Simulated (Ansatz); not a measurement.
# Compressing Au: a fit and a missing row

Au, Cmcm, a = 2.820 Å, b = 5.034 Å, c = 4.801 Å. This isn't the element's structure at ambient conditions. Ansatz: PBEsol, PAW, 420 eV, Γ-centred 16×16×10 mesh on 2 atoms, Gaussian smearing 0.10 eV; no spin polarisation. Shape and atoms are relaxed at each volume; pressure is positive in compression.

```tsv
V (Å³/atom)	P (GPa)
14.993	?
15.504	21.25
16.015	12.70
16.527	5.71
17.038	0.02
17.549	-4.63
18.060	-8.40
18.741	-12.29
```

**Question.** Take V0 = 17.038 Å³/atom, count pressures from its P0 = 0.02 GPa, fit the third-order Birch–Murnaghan form to the other rows, and predict the missing pressure.

**Answer.** With the Eulerian strain f = ½[(V0/V)^(2/3) − 1] and y = (P − P0)/[3f(1 + 2f)^(5/2)], the form is the line y = B0 + 1.5 B0 (B0′ − 4) f. Rows (f, y): 0.03246, 186.3; 0.02107, 180.9; 0.01025, 175.9; -0.00975, 167.0; -0.01905, 162.4; -0.03077, 156.3. Means f = 0.0007017, y = 171.47; Σ(Δf)² = 0.003004, ΣΔfΔy = 1.409; the slope is their ratio. y = 171.1 + 468.8 f GPa, so B0 = 171.1 GPa and B0′ = 4 + 2 × (468.8)/(3 × 171.1) = 5.83. At V = 14.993, f = 0.04449, y = 191.96 and P = 31.73 GPa. The run gave 31.71 GPa, so the fit is 0.02 GPa too high, within twice the rms miss on the fitted rows (0.01 GPa).

Spin–orbit coupling is left out, which can shift energies with elements as heavy as these.